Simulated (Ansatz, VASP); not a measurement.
## Two plane-wave programs on Al

```xyz
1
Lattice="0.0000 2.0240 1.9228 2.0240 0.0000 1.9228 2.0240 2.0240 0.0000" Properties=species:S:1:pos:R:3 pbc="T T T"
Al    0.0000    0.0000    0.0000
```

Change from the starting cell: strain +0.000 along x and y, -0.050 along z, atoms carried along.

Alike in both runs: task single point; functional PBEsol; k mesh 20 × 20 × 20; occupations gaussian, width 0.15 eV; no spin polarisation.

```csv
,VASP,Ansatz
version,VASP 6.6.1,Ansatz 0.2.0
potentials or method,"VASP PAW PBE potentials, release 64 (Al)","scalar-relativistic, plane waves, PAW"
plane-wave cutoff (eV),520,420
valence electrons in the cell,3,3
```

```csv
,VASP,Ansatz,Ansatz less VASP
gap on the k mesh at the Fermi level (eV),none,none,-
pressure (GPa),2.6,2.5,-0.07
largest component of the traceless stress (GPa),2.18,2.17,-0.013
```

A gap of «none» marks a metal or a gap that the smearing closes. With one functional, cell and mesh, what is left measures potentials, basis and numerics.

Caveats: the PAW data sets were made with another functional, which shifts forces and pressure a little (VASP).
